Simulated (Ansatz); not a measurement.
## armchair WS2 nanoribbon (N = 5, bare edges): bands under strain

Wanted: the relaxed geometry and the bands of the armchair WS2 nanoribbon (N = 5, bare edges).

Main program and level: Ansatz 0.2.0; DFT PBE, plane waves, PAW; relaxation of a wire's period, in the first sound run; inputs show where later runs differ.

Report form: the programs' logs are mostly left out.

## Step 1: The structure

The cell holds 15 atoms: 5 W and 10 S. Its edges and angles: a = 13.360 Å, b = 10.140 Å, c = 5.508 Å, α = 90.0°, β = 90.0°, γ = 90.0°. Vacuum lies along a and b. The structure's axis is c.

Coordinates:

```cif
data_structure
_symmetry_space_group_name_H-M 'P 1'
_symmetry_Int_Tables_number 1
_cell_length_a 13.3600
_cell_length_b 10.1400
_cell_length_c 5.5079
_cell_angle_alpha 90.000
_cell_angle_beta 90.000
_cell_angle_gamma 90.000
_cell_volume 746.16
loop_
_atom_site_label
_atom_site_type_symbol
_atom_site_fract_x
_atom_site_fract_y
_atom_site_fract_z
_atom_site_occupancy
W1 W 0.26198 0.50000 0.00000 1
W2 W 0.50000 0.50000 0.00000 1
W3 W 0.73802 0.50000 0.00000 1
S4 S 0.26198 0.65483 0.33333 1
S5 S 0.26198 0.34517 0.33333 1
S6 S 0.50000 0.65483 0.33333 1
S7 S 0.50000 0.34517 0.33333 1
S8 S 0.73802 0.65483 0.33333 1
S9 S 0.73802 0.34517 0.33333 1
W10 W 0.38099 0.50000 0.50000 1
W11 W 0.61901 0.50000 0.50000 1
S12 S 0.38099 0.65483 0.83333 1
S13 S 0.38099 0.34517 0.83333 1
S14 S 0.61901 0.65483 0.83333 1
S15 S 0.61901 0.34517 0.83333 1
```

## Step 2: The relaxed wire

Band widths follow the bond lengths, so the wire is relaxed first. The atoms and the third cell vector are free; the box across stays fixed as vacuum. Moments are seeded so that a magnetic state can form if it lies lower. A Fermi-Dirac smearing is set since the result may be a metal. The pressure printed is a third of the stress's trace over the whole box, vacuum included; only the stress along the axis is relaxed.

File input.yaml:

```yaml
crystal:
  lattice:
    - [13.36, 0.0, 0.0]
    - [0.0, 10.14, 0.0]
    - [0.0, 0.0, 5.5079215681]
  atoms:
    - { symbol: W, position: [0.261976048, 0.5, 0.0], spin: 0.3 }
    - { symbol: W, position: [0.5, 0.5, 0.0] }
    - { symbol: W, position: [0.738023952, 0.5, 0.0], spin: 0.3 }
    - { symbol: S, position: [0.261976048, 0.654832347, 0.333333333] }
    - { symbol: S, position: [0.261976048, 0.345167653, 0.333333333] }
    - { symbol: S, position: [0.5, 0.654832347, 0.333333333] }
    - { symbol: S, position: [0.5, 0.345167653, 0.333333333] }
    - { symbol: S, position: [0.738023952, 0.654832347, 0.333333333] }
    - { symbol: S, position: [0.738023952, 0.345167653, 0.333333333] }
    - { symbol: W, position: [0.380988024, 0.5, 0.5] }
    - { symbol: W, position: [0.619011976, 0.5, 0.5] }
    - { symbol: S, position: [0.380988024, 0.654832347, 0.833333333] }
    - { symbol: S, position: [0.380988024, 0.345167653, 0.833333333] }
    - { symbol: S, position: [0.619011976, 0.654832347, 0.833333333] }
    - { symbol: S, position: [0.619011976, 0.345167653, 0.833333333] }
magnetization:
  spin_polarized: true
kpoints:
  mp_grid: { grid: [1, 1, 15] }
scf:
  occupations: { method: fermi_dirac, width: 0.05 }
hamiltonian:
  xc: pbe
relax:
  cell: { fix: [a, b, alpha, beta, gamma] }
  max_steps: 45
  f_tol: 0.03
```

Run with:

```sh
$ ansatz run input.yaml --threads 4 --pin off --max-ram 16384MiB --backend cpu --events-out ev --progress --plain --runs-dir out
```

Run time: 2.8 min. Hardware: 4 threads of Intel Xeon Platinum 8375C at 2.90GHz (Ice Lake), shared host; peak memory 1.9 GiB; 11 min of CPU time.

The steps of the relaxation:

```tsv
step	energy less that of the first step (eV)	largest force component (eV/Å)	pressure (GPa)	volume (Å³)
1	0.0000	2.4933	-1.52	746.16
2	-1.0822	0.7181	0.14	738.30
3	-1.2998	0.2397	0.22	738.06
4	-1.3238	0.1298	-0.05	739.10
5	-1.3261	0.0711	0.04	739.60
6	-1.3264	0.0766	0.02	739.24
7	-1.3271	0.0157	0.01	739.78
8*	-1.3268	0.0158	0.01	739.78
```

Relaxation steps marked * repeat the geometry before them on a plane-wave basis chosen anew for their cell, so energy and pressure can jump there.

Forces are held to the 4 operations that the run works with; a distortion that breaks them can't arise in this run.

```tsv
cell as run	before	after	change
c (Å)	5.508	5.461	-0.9 %
```

The atoms that moved most (Å, along periodic axes as changes of fractional coordinates times the final cell, across vacuum about the mean position):

```tsv
atom	dx	dy	dz	length
W3	-0.256	0.000	0.186	0.316
W1	0.256	0.000	0.186	0.316
S8	0.118	0.030	-0.054	0.133
S9	0.118	-0.030	-0.054	0.133
S4	-0.118	0.030	-0.054	0.133
S5	-0.118	-0.030	-0.054	0.133
W10	-0.117	0.000	0.055	0.129
W11	0.117	0.000	0.055	0.129
```

This step gave:

| Quantity | Value |
| --- | --- |
| energy at zero smearing | -60948.8984 eV |
| cell length along the wire | 5.461 Å |

The cell's length comes to 5.461 Å with no moment.

## Step 3: The perfect wire

This step: DFT PBE, plane waves, PAW; bands of a perfect wire (Ansatz 0.2.0).

At the relaxed period the bands are computed along the axis; those that cross an energy going forward count the channels that a perfect wire would open there.

File input.yaml:

```yaml
crystal:
  lattice:
    - [13.36, 0.0, 0.0]
    - [0.0, 10.14, 0.0]
    - [0.0, 0.0, 5.4608327841]
  atoms:
    - { symbol: W, position: [0.281121961, 0.5, 0.03401232] }
    - { symbol: W, position: [0.5, 0.5, 0.984276475] }
    - { symbol: W, position: [0.718878039, 0.5, 0.03401232] }
    - { symbol: S, position: [0.253176556, 0.657745516, 0.323534631] }
    - { symbol: S, position: [0.253176556, 0.342254484, 0.323534631] }
    - { symbol: S, position: [0.5, 0.646995234, 0.335709698] }
    - { symbol: S, position: [0.5, 0.353004766, 0.335709698] }
    - { symbol: S, position: [0.746823444, 0.657745516, 0.323534631] }
    - { symbol: S, position: [0.746823444, 0.342254484, 0.323534631] }
    - { symbol: W, position: [0.372239611, 0.5, 0.51014221] }
    - { symbol: W, position: [0.627760389, 0.5, 0.51014221] }
    - { symbol: S, position: [0.381907611, 0.661401282, 0.823797468] }
    - { symbol: S, position: [0.381907611, 0.338598718, 0.823797468] }
    - { symbol: S, position: [0.618092389, 0.661401282, 0.823797468] }
    - { symbol: S, position: [0.618092389, 0.338598718, 0.823797468] }
kpoints:
  mp_grid: { grid: [1, 1, 15] }
  band_path: { path: ["Γ", Z], npoints: 90 }
scf:
  occupations: { method: fermi_dirac, width: 0.05 }
hamiltonian:
  xc: pbe
output:
  dos: { e_range: [-5, 4] }
  write_potential: true
  write_density: true
  volumetric_format: npy
```

The job ended after 57 s (4 threads; peak memory 3.2 GiB).

Numbers from this step:

- energy at zero smearing: -60948.8986 eV
- band gap: 0.4483 eV

Electronic bands along the path, in eV, zero at the Fermi level; v1 is the highest filled band, c1 the lowest empty one:

```tsv
point	v4	v3	v2	v1	c1	c2	c3	c4
Γ	-0.80	-0.72	-0.46	-0.34	0.18	0.39	0.51	0.60
halfway	-0.91	-0.64	-0.32	-0.32	0.44	0.62	0.62	0.63
Z	-0.92	-0.57	-0.31	-0.28	0.41	0.62	0.79	0.89
```

The gap is 0.448 eV, with spin left out.

The path shows an indirect gap of 0.45 eV (valence top between Γ and Z, conduction bottom at Γ). The least direct gap is 0.52 eV.

## Step 4: Strain along the wire, period over the relaxed period 0.96, k-mesh 1×1×12

This step: DFT PBE, plane waves, PAW; relaxation at a fixed period (Ansatz 0.2.0).

The period is set to 0.96 times the relaxed one and the atoms relax within it: strain changes bond lengths and angles, which shifts the bands against each other. Against the first PBE run of this kind, the mesh along the wire has 12 points against 15.

The cell differs from the one that the last finished run ended in (c 5.461 → 5.242 Å).

Edit input.yaml of step 3 so:

```diff
@@ -4,7 +4,7 @@
     - [0.0, 10.14, 0.0]
-    - [0.0, 0.0, 5.4608327841]
+    - [0.0, 0.0, 5.2423994727]
   atoms:
-    - { symbol: W, position: [0.281121961, 0.5, 0.03401232] }
+    - { symbol: W, position: [0.281121961, 0.5, 0.03401232], spin: 0.3 }
     - { symbol: W, position: [0.5, 0.5, 0.984276475] }
-    - { symbol: W, position: [0.718878039, 0.5, 0.03401232] }
+    - { symbol: W, position: [0.718878039, 0.5, 0.03401232], spin: 0.3 }
     - { symbol: S, position: [0.253176556, 0.657745516, 0.323534631] }
@@ -21,4 +21,6 @@
     - { symbol: S, position: [0.618092389, 0.338598718, 0.823797468] }
+magnetization:
+  spin_polarized: true
 kpoints:
-  mp_grid: { grid: [1, 1, 15] }
+  mp_grid: { grid: [1, 1, 12] }
   band_path: { path: ["Γ", Z], npoints: 90 }
@@ -28,6 +30,6 @@
   xc: pbe
+relax:
+  max_steps: 40
+  f_tol: 0.02
 output:
-  dos: { e_range: [-5, 4] }
-  write_potential: true
-  write_density: true
-  volumetric_format: npy
+  stress: true
```

Elapsed: 3.2 min, on 4 threads; peak memory 4.9 GiB; 13 min of CPU time.

Step by step:

```tsv
step	energy less that of the first step (eV)	largest force component (eV/Å)
1	0.0000	1.0290
2	-0.1031	0.6625
3	-0.1820	0.1671
4	-0.1845	0.1215
5	-0.1841	0.1574
6	-0.1866	0.0318
7	-0.1870	0.0347
8	-0.1871	0.0059
```

Relaxation step 5 was tried and not accepted.

Forces are held to the 4 operations that the run works with; a distortion that breaks them can't arise in this run.

The atoms that moved most (Å):

```tsv
atom	dx	dy	dz	length
W3	0.063	0.000	-0.058	0.086
W1	-0.063	0.000	-0.058	0.086
S9	0.071	0.005	0.018	0.074
S8	0.071	-0.005	0.018	0.074
S5	-0.071	0.005	0.018	0.074
S4	-0.071	-0.005	0.018	0.074
S7	0.000	-0.027	0.007	0.027
S6	0.000	0.027	0.007	0.027
```

The relaxed structure:

```cif
data_structure
_symmetry_space_group_name_H-M 'P 1'
_symmetry_Int_Tables_number 1
_cell_length_a 13.3600
_cell_length_b 10.1400
_cell_length_c 5.2424
_cell_angle_alpha 90.000
_cell_angle_beta 90.000
_cell_angle_gamma 90.000
_cell_volume 710.19
loop_
_atom_site_label
_atom_site_type_symbol
_atom_site_fract_x
_atom_site_fract_y
_atom_site_fract_z
_atom_site_occupancy
W1 W 0.27641 0.50000 0.02294 1
W2 W 0.50000 0.50000 0.98469 1
W3 W 0.72359 0.50000 0.02294 1
S4 S 0.24783 0.65725 0.32691 1
S5 S 0.24783 0.34275 0.32691 1
S6 S 0.50000 0.64962 0.33700 1
S7 S 0.50000 0.35038 0.33700 1
S8 S 0.75217 0.65725 0.32691 1
S9 S 0.75217 0.34275 0.32691 1
W10 W 0.37118 0.50000 0.50689 1
W11 W 0.62882 0.50000 0.50689 1
S12 S 0.38165 0.66268 0.82683 1
S13 S 0.38165 0.33732 0.82683 1
S14 S 0.61835 0.66268 0.82683 1
S15 S 0.61835 0.33732 0.82683 1
```

Numbers from this step:

| Property | Result |
| --- | --- |
| energy at zero smearing | -60948.6996 eV |
| band gap | 0.427 eV |

The gap is 0.427 eV, against 0.448 eV under PBE at the relaxed period, with no moment.

## Step 5: Strain along the wire, period over the relaxed period 0.98, k-mesh 1×1×12

The period is set to 0.98 times the relaxed one and the atoms relax within it: strain changes bond lengths and angles, which shifts the bands against each other. Against the first PBE run of this kind, the mesh along the wire has 12 points against 15.

The cell differs from the one that the last finished run ended in (c 5.242 → 5.352 Å).

Edit input.yaml of step 4 so:

```diff
@@ -4,3 +4,3 @@
     - [0.0, 10.14, 0.0]
-    - [0.0, 0.0, 5.2423994727]
+    - [0.0, 0.0, 5.3516161284]
   atoms:
```

Elapsed: 3.5 min, on 4 threads; peak memory 5 GiB.

Step by step:

```tsv
step	energy less that of the first step (eV)	largest force component (eV/Å)
1	0.0000	0.4857
2	-0.0211	0.3429
3	-0.0425	0.0807
4	-0.0431	0.0596
5	-0.0431	0.0731
6	-0.0431	0.0597
7	-0.0431	0.0728
8	-0.0435	0.0213
9	-0.0437	0.0159
```

Relaxation steps 5, 7 were tried and not accepted.

The run keeps the 4 symmetry operations that it works with, so distortions that break them were not tested.

The atoms that moved most (Å):

```tsv
atom	dx	dy	dz	length
W1	-0.029	0.000	-0.028	0.041
W3	0.029	0.000	-0.028	0.041
S8	0.034	-0.002	0.008	0.035
S9	0.034	0.002	0.008	0.035
S4	-0.034	-0.002	0.008	0.035
S5	-0.034	0.002	0.008	0.035
S6	0.000	0.013	0.004	0.014
S7	0.000	-0.013	0.004	0.014
```

Final coordinates:

```cif
data_structure
_symmetry_space_group_name_H-M 'P 1'
_symmetry_Int_Tables_number 1
_cell_length_a 13.3600
_cell_length_b 10.1400
_cell_length_c 5.3516
_cell_angle_alpha 90.000
_cell_angle_beta 90.000
_cell_angle_gamma 90.000
_cell_volume 724.99
loop_
_atom_site_label
_atom_site_type_symbol
_atom_site_fract_x
_atom_site_fract_y
_atom_site_fract_z
_atom_site_occupancy
W1 W 0.27892 0.50000 0.02871 1
W2 W 0.50000 0.50000 0.98466 1
W3 W 0.72108 0.50000 0.02871 1
S4 S 0.25065 0.65757 0.32506 1
S5 S 0.25065 0.34243 0.32506 1
S6 S 0.50000 0.64831 0.33642 1
S7 S 0.50000 0.35169 0.33642 1
S8 S 0.74935 0.65757 0.32506 1
S9 S 0.74935 0.34243 0.32506 1
W10 W 0.37179 0.50000 0.50872 1
W11 W 0.62821 0.50000 0.50872 1
S12 S 0.38189 0.66210 0.82519 1
S13 S 0.38189 0.33790 0.82519 1
S14 S 0.61811 0.66210 0.82519 1
S15 S 0.61811 0.33790 0.82519 1
```

The gap is 0.47 eV, against 0.448 eV under PBE at the relaxed period, with no moment.

## Step 6: At a strained period, period over the relaxed period 1.02, k-mesh 1×1×11

The period is set to 1.02 times the relaxed one and the atoms relax within it: strain changes bond lengths and angles, which shifts the bands against each other. Against the first PBE run of this kind, the mesh along the wire has 11 points against 15.

The cell differs from the one that the last finished run ended in (c 5.352 → 5.570 Å).

Edit input.yaml of step 5 so:

```diff
@@ -4,3 +4,3 @@
     - [0.0, 10.14, 0.0]
-    - [0.0, 0.0, 5.3516161284]
+    - [0.0, 0.0, 5.5700494398]
   atoms:
@@ -24,3 +24,3 @@
 kpoints:
-  mp_grid: { grid: [1, 1, 12] }
+  mp_grid: { grid: [1, 1, 11] }
   band_path: { path: ["Γ", Z], npoints: 90 }
```

Run time: 3.2 min. Hardware: 4 threads; peak memory 5.2 GiB; 13 min of CPU time.

The steps of the relaxation:

```tsv
step	energy less that of the first step (eV)	largest force component (eV/Å)
1	0.0000	0.4399
2	-0.0083	0.3921
3	-0.0387	0.0899
4	-0.0393	0.0667
5	-0.0392	0.1160
6	-0.0393	0.0668
7	-0.0392	0.1156
8	-0.0401	0.0090
```

Relaxation steps 5, 7 were tried and not accepted.

Forces are held to the 4 operations that the run works with; a distortion that breaks them can't arise in this run.

The atoms that moved most (Å):

```tsv
atom	dx	dy	dz	length
W1	0.030	0.000	0.030	0.043
W3	-0.030	0.000	0.030	0.043
S9	-0.033	-0.002	-0.006	0.034
S8	-0.033	0.002	-0.006	0.034
S5	0.033	-0.002	-0.006	0.034
S4	0.033	0.002	-0.006	0.034
S6	0.000	-0.013	-0.005	0.014
S7	0.000	0.013	-0.005	0.014
```

Final coordinates:

```xyz
15
Lattice="13.3600 0.0000 0.0000 0.0000 10.1400 0.0000 0.0000 0.0000 5.5700" Properties=species:S:1:pos:R:3
W     3.7857    5.0700    0.2198
W     6.6800    5.0700    5.4761
W     9.5743    5.0700    0.2198
S     3.4156    6.6714    1.7966
S     3.4156    3.4686    1.7966
S     6.6800    6.5472    1.8645
S     6.6800    3.5928    1.8645
S     9.9444    6.6714    1.7966
S     9.9444    3.4686    1.7966
W     4.9816    5.0700    2.8473
W     8.3784    5.0700    2.8473
S     5.1014    6.6994    4.5804
S     5.1014    3.4406    4.5804
S     8.2586    6.6994    4.5804
S     8.2586    3.4406    4.5804
```

The gap is 0.388 eV, against 0.448 eV under PBE at the relaxed period, with no moment.

## Step 7: At a strained period, period over the relaxed period 1.04, k-mesh 1×1×11

The period is set to 1.04 times the relaxed one and the atoms relax within it: strain changes bond lengths and angles, which shifts the bands against each other. Against the first PBE run of this kind, the mesh along the wire has 11 points against 15.

The cell differs from the one that the last finished run ended in (c 5.570 → 5.679 Å).

Edit input.yaml of step 6 so:

```diff
@@ -4,3 +4,3 @@
     - [0.0, 10.14, 0.0]
-    - [0.0, 0.0, 5.5700494398]
+    - [0.0, 0.0, 5.6792660954]
   atoms:
```

Run time: 3.2 min. Hardware: 4 threads; peak memory 5.3 GiB.

Step by step:

```tsv
step	energy less that of the first step (eV)	largest force component (eV/Å)
1	0.0000	0.8277
2	-0.0207	0.8074
3	-0.1468	0.1804
4	-0.1497	0.1389
5	-0.1519	0.0831
6	-0.1390	0.6759
7	-0.1539	0.0159
```

Relaxation step 6 was tried and not accepted.

Forces are held to the 4 operations that the run works with; a distortion that breaks them can't arise in this run.

The atoms that moved most (Å):

```tsv
atom	dx	dy	dz	length
W3	-0.059	0.000	0.071	0.092
W1	0.059	0.000	0.071	0.092
S8	-0.061	0.009	-0.011	0.063
S9	-0.061	-0.009	-0.011	0.063
S5	0.061	-0.009	-0.011	0.063
S4	0.061	0.009	-0.011	0.063
S6	0.000	-0.029	-0.013	0.032
S7	0.000	0.029	-0.013	0.032
```

The relaxed structure:

```xyz
15
Lattice="13.3600 0.0000 0.0000 0.0000 10.1400 0.0000 0.0000 0.0000 5.6793" Properties=species:S:1:pos:R:3
W     3.8143    5.0700    0.2640
W     6.6800    5.0700    5.5712
W     9.5457    5.0700    0.2640
S     3.4433    6.6788    1.8263
S     3.4433    3.4612    1.8263
S     6.6800    6.5313    1.8940
S     6.6800    3.6087    1.8940
S     9.9167    6.6788    1.8263
S     9.9167    3.4612    1.8263
W     4.9876    5.0700    2.9064
W     8.3724    5.0700    2.9064
S     5.0975    6.6894    4.6607
S     5.0975    3.4506    4.6607
S     8.2625    6.6894    4.6607
S     8.2625    3.4506    4.6607
```

The gap is 0.293 eV, against 0.448 eV under PBE at the relaxed period, with no moment.

## Step 8: At a strained period, period over the relaxed period 1.06, k-mesh 1×1×11

The period is set to 1.06 times the relaxed one and the atoms relax within it: strain changes bond lengths and angles, which shifts the bands against each other. Against the first PBE run of this kind, the mesh along the wire has 11 points against 15.

The cell differs from the one that the last finished run ended in (c 5.679 → 5.788 Å).

Edit input.yaml of step 7 so:

```diff
@@ -4,3 +4,3 @@
     - [0.0, 10.14, 0.0]
-    - [0.0, 0.0, 5.6792660954]
+    - [0.0, 0.0, 5.7884827511]
   atoms:
```

Wall time 4 min (4 threads); peak memory 5.4 GiB.

The gap is 0.205 eV, against 0.448 eV under PBE at the relaxed period, with no moment.

## Step 9: Comparing the runs

Times are for 4 threads of Intel Xeon Platinum 8375C at 2.90GHz (Ice Lake), shared host. The series side by side:

```tsv
no.	period over the relaxed period	k-mesh	pressure (GPa)	band gap (eV)	time	memory (GiB)
1	0.96	1×1×12	0.7476	0.427	3.2 min	4.9
2	0.98	1×1×12	0.3742	0.47	3.5 min	5.0
3	1.02	1×1×11	-0.3101	0.388	3.2 min	5.2
4	1.04	1×1×11	-0.5906	0.293	3.2 min	5.3
5	1.06	1×1×11	-0.7515	0.205	4 min	5.4
```

## Step 10: What came out

- cell length, PBE: 5.461 Å
- gap, PBE: 0.448 eV
- gap, period scaled by 0.96: 0.427 eV
- gap, period scaled by 0.98: 0.47 eV
- gap, period scaled by 1.02: 0.388 eV
- gap, period scaled by 1.04: 0.293 eV
- gap, period scaled by 1.06: 0.205 eV

Under PBE the cell's length is 5.46 Å, no moment survives, and a gap of 0.45 eV makes it a semiconductor. Strain matters: under PBE the gap goes from 0.45 eV to 0.427 eV at 0.96 times the period, 0.47 eV at 0.98 times the period, 0.388 eV at 1.02 times the period, 0.293 eV at 1.04 times the period and 0.205 eV at 1.06 times the period. Where the gap is under about 0.35 eV, the smearing of 0.05 eV partly fills the band edges in the SCF. In the perfect wire the moments were started parallel, and no opposed start was run. Spin-orbit coupling is left out, which matters for the bands of heavy atoms.

[Logs are printed without paths, hosts, clocks, repeated set-up lines and the standing remarks that a program may print on its own settings, such as how far it seeks lower states.]

[Hosts, paths, dates, database ids (printed as entryN), source tags and the programs' standing remarks are cut or masked in the printed files.]
